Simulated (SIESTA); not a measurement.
# As under changes of volume

One of the cells (22.434 Å³/atom); the others are scaled copies at fixed shape and fractional positions:

```xyz
4
Lattice="1.8250 -5.5000 0.0000 1.8250 5.5000 0.0000 0.0000 0.0000 4.4700" Properties=species:S:1:pos:R:3 pbc="T T T"
As    1.8250    1.2100    2.5032
As    1.8250   -4.2900    4.2018
As    1.8250   -1.2100    1.9668
As    1.8250    4.2900    0.2682
```

This isn't the form of As at room conditions, which is rhombohedral.

```yaml
Program: SIESTA 5.4.2
Functional: PBEsol
Potentials_or_basis: PseudoDojo 0.4 standard (PBEsol files)
Basis: DZP (energy shift 0.003 Ry; two zetas on semicore shells)
Grid_cutoff: 500 Ry
Energy_shift: 0.003 Ry
k_mesh: 8 × 8 × 6
Occupations: fermi-dirac, width 0.05 eV
Spin: no spin polarisation
```

| volume (Å³/atom) | energy over the lowest point (meV/atom) | pressure (GPa) | largest force (eV/Å) |
| --- | --- | --- | --- |
| 21.088 | 44.37 | 7.4 | 1.113 |
| 21.536 | 26.35 | 5.5 | 0.885 |
| 21.985 | 13.42 | 3.8 | 0.682 |
| 22.434 | 4.99 | 2.3 | 0.500 |
| 22.882 | 0.62 | 0.9 | 0.326 |
| 23.331 | 0.00 | -0.4 | 0.160 |
| 23.780 | ? | ? | ? |

What does the run at 23.780 Å³/atom give?

Energy over the lowest point 2.75 meV/atom; pressure -1.5 GPa; largest force 0.024 eV/Å.

Worked out: A Birch-Murnaghan fit of order 3 (a polynomial in V^(-2/3)) to the other rows has its minimum at 23.19 Å³/atom with B0 = V·E''(V) = 63 GPa and B' = 4.4 at fixed shape and positions, which overstates the stiffness. It gives 2.65 meV/atom at 23.780 Å³/atom, against the run's 2.75, and -dE/dV = -1.5 GPa, against -1.5.

Energies are extrapolated to zero smearing.

Caveats: the basis of atomic orbitals isn't converged, which shifts pressures, moduli and gaps; forces of over 1 eV/Å show positions far from the minimum, so gaps and moduli don't describe the material at rest (some runs).
